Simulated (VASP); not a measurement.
# O2CH: single point with PBE+D3(BJ)

The system is O2CH, in a box.

```
O C H
1.0
    12.50085    0.00000    0.00000
     0.00000   13.00085    0.00000
     0.00000    0.00000   13.50085
O C H
2 1 1
Direct
  0.50487 0.53546 0.41335
  0.42558 0.49230 0.56626
  0.49225 0.50540 0.49959
  0.57534 0.47937 0.52966
```

```json
{"Program": "VASP 6.6.1", "Task": "single point", "Functional": "PBE", "Dispersion": "D3(BJ)", "Potentials or basis": "VASP PAW PBE potentials, release 64 (O, C, H)", "Cutoff": "520 eV", "k mesh": "1 × 1 × 1", "Occupations": "gaussian, width 0.01 eV", "Spin": "collinear spin, ferromagnetic start", "Starting moments": "[0.5, 0.5, 0.5, 0.5] μB", "Fixed moment": "1 μB", "Further INCAR settings": "ALGO = Fast; EDIFF = 1e-06; NBANDS = 20; ISYM = 0"}
```

The largest force is 0.037 eV/Å and the net moment is 1.00 μB per cell. The site moments are O +0.30; C -0.03; H +0.16 μB, the valence electrons inside the program's atomic spheres are O 5.05; C 2.64; H 0.58 and the dispersion energy per atom is -0.009 eV.

Forces in eV/Å, atoms in the order of the input:
```
O    0.012  0.004 -0.020
O    0.009 -0.004  0.007
C    0.014 -0.010  0.024
H   -0.034  0.010 -0.011
```

Wall time 71 s on 4 MPI ranks on Intel(R) Xeon(R) 6975P-C (Granite Rapids), on a shared host, peak memory 0.87 GiB a rank.

Caveat: the standard files for N, O and F lose accuracy on very short bonds; the total moment is fixed, so each spin has its own Fermi level.
